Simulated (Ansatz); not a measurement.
Runs of Ansatz 0.2.0 on CdO (Monteponite). The structure is cubic, space group Fm-3m (No. 225). The conventional cell has a = 4.699 Å, b = 4.699 Å, c = 4.699 Å, α = 90.00°, β = 90.00°, γ = 90.00°. Around Cd (site symmetry m-3m) lie 6 O at 2.35 Å. Around O (site symmetry m-3m) lie 6 Cd at 2.35 Å. 

| task | level | points for each segment of the path | mesh quality | gap on the mesh (eV) | pressure (GPa) | V0 of scaled cells (Å³/atom) | B0 (GPa) |
| --- | --- | --- | --- | --- | --- | --- | --- |
| equation of state | PBE0 | - | coarse | - | - | (a) | (c) |
| band structure | HSE06 | 4 | not flagged | (b) | 0.6 | - | - |
| equation of state | HSE06 | - | coarse | - | - | 13.03 | 146 |
| single point | PBE0 | - | not flagged | 1.58 | 0.5 | - | - |

Alike in all rows: potentials or basis Ansatz PAW; no spin polarisation; cell as given; k mesh 6 × 6 × 6; cutoff (eV) 420; smearing fermi-dirac 0.05 eV.

Task: Estimate the missing entries.

Result: (a) 13.02; (b) 0.91; (c) 147.

Caveats: some runs use coarse meshes; the PAW data sets were made with another functional, which shifts forces and pressure a little (some runs); the PAW data sets come from PBE, with cores solved anew for the run's functional, which leaves a small shift of forces and pressure (some runs); the thresholds are loose for stress (some runs).

A k mesh can miss the band edges, and the runs leave out spin-orbit coupling on Cd.
